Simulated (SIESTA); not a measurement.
Crystal: MnSb.

```xyz
2
Lattice="0.0000 2.7950 2.7950 2.7950 0.0000 2.7950 2.7950 2.7950 0.0000" Properties=species:S:1:pos:R:3 pbc="T T T"
Sb    2.7950    2.7950    2.7950
Mn    0.0000    0.0000    0.0000
```

The cell comes from a database or a generator and needn't be the stable form of this composition.

Base run:

| Property | Result |
| --- | --- |
| Program | SIESTA 5.4.2 |
| Functional | PBE |
| Potentials or basis | PseudoDojo 0.4 standard (PBE files) |
| Basis | DZP (energy shift 0.003 Ry; two zetas on semicore shells) |
| Grid cutoff | 800 Ry |
| Energy shift | 0.003 Ry |
| k mesh | 8 × 8 × 8 |
| Occupations | fermi-dirac, width 0.05 eV |
| Spin | collinear spin, ferromagnetic start |
| Starting moments | [0.0, 4.0] μB |
| Fixed moment | 1 μB |

Its results: pressure -11.1 GPa; site moments Sb -0.39; Mn +1.39 μB.

Problem. The run is repeated on the same cell with these changes: fixed moment from 1 μB to 5 μB. What comes out?

Solution. Pressure 7.6 GPa; site moments Sb +0.37; Mn +4.63 μB.

Caveats: short orbitals over semicore shells can move pressures by several GPa; the basis of atomic orbitals isn't converged, which shifts pressures, moduli and gaps; the total moment is fixed, so each spin has its own Fermi level; a cell with one magnetic atom can't hold antiferromagnetic order, which such compounds often take; the moment is held away from its start (some runs).
